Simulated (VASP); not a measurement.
A run of VASP 6.6.1 is set up as follows.

The input INCAR:

```
SYSTEM = CdTe
  PREC = Accurate
  ENCUT = 520
  EDIFF = 1E-6
  ISMEAR = -1
  SIGMA = 0.15
  LREAL = .FALSE.
  LASPH = .TRUE.
  NELM = 100
  ALGO = Normal
  ISIF = 2
  LWAVE = .FALSE.
  LCHARG = .FALSE.
  GGA = PE
  IVDW = 12
  NBANDS = 16
```

The input KPOINTS:

```
regular mesh
0
G
  12 12 12
  0 0 0
```

POSCAR

```
CdTe
1.0
    3.7103000000      0.0000000000      0.0000000000
    0.0000000000      3.7103000000      0.0000000000
    0.0000000000      0.0000000000      3.7103000000
Cd Te
1 1
Direct
    0.0000000000      0.0000000000      0.0000000000
    0.5000000000      0.5000000000      0.5000000000
```

Potentials or basis: VASP PAW PBE potentials, release 64 (Cd, Te).

Command:

```sh
$ cat potpaw_PBE.64/Cd/POTCAR potpaw_PBE.64/Te/POTCAR > POTCAR
$ mpirun -np 1 vasp_std > vasp.out
```

(1) What does it give for the band gap on the k mesh?

(2) Predict the pressure.

(3) Estimate the dispersion energy per atom.

Answers

(1) none (metal or under the smearing width).

(2) 0.6 GPa.

(3) -0.468 eV.

Caveat: pairwise dispersion overbinds metals, which lowers pressure and volume.
